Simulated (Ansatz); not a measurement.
Input of an Ansatz 0.2.0 run:

File input.yaml:

```yaml
crystal:
  lattice:
    - [0.0, 2.1315, 2.1315]
    - [2.1315, 0.0, 2.1315]
    - [2.1315, 2.1315, 0.0]
  atoms:
    - { symbol: Co, position: [0.0, 0.0, 0.0], spin: 2.0 }
    - { symbol: O, position: [0.5, 0.5, 0.5] }
hamiltonian:
  xc: pbe
  pseudopotentials: { kind: paw }
  dispersion: d3bj
magnetization:
  spin_polarized: true
kpoints:
  mp_grid: { grid: [11, 11, 11] }
scf:
  occupations: { method: fermi_dirac, width: 0.05 }
output:
  forces: true
  stress: true
  eigenvalues: true
  write_density: true
  write_potential: true
  elf: true
  volumetric_format: npy
relax:
  f_tol: 0.01
  max_steps: 40
  cell: { stress_tol: 0.05 }
```

Potentials or basis: Ansatz PAW.

Command:

```console
$ ansatz run input.yaml --threads 2 --pin off --max-ram 5632MiB --backend cpu --events-out ev --progress --plain --runs-dir out
```

(1) Estimate the space group after relaxing (to 0.05 Å).

(2) Predict the site moments.

(3) Estimate the net moment.

(4) What does it give for the relaxed volume?

Results:

(1) Fm-3m (No. 225).

(2) Co +2.48; O +0.32 μB.

(3) 2.92 μB per cell.

(4) 9.63 Å³/atom.

Caveat: the pressure holds a Pulay correction of +0.7 GPa for the finite cutoff; a cell with one magnetic atom can't hold antiferromagnetic order, which such compounds often take; semilocal functionals often make such compounds metallic where correlation or magnetic order opens a gap, which also shifts bond lengths; pairwise dispersion overbinds metals, which lowers pressure and volume.
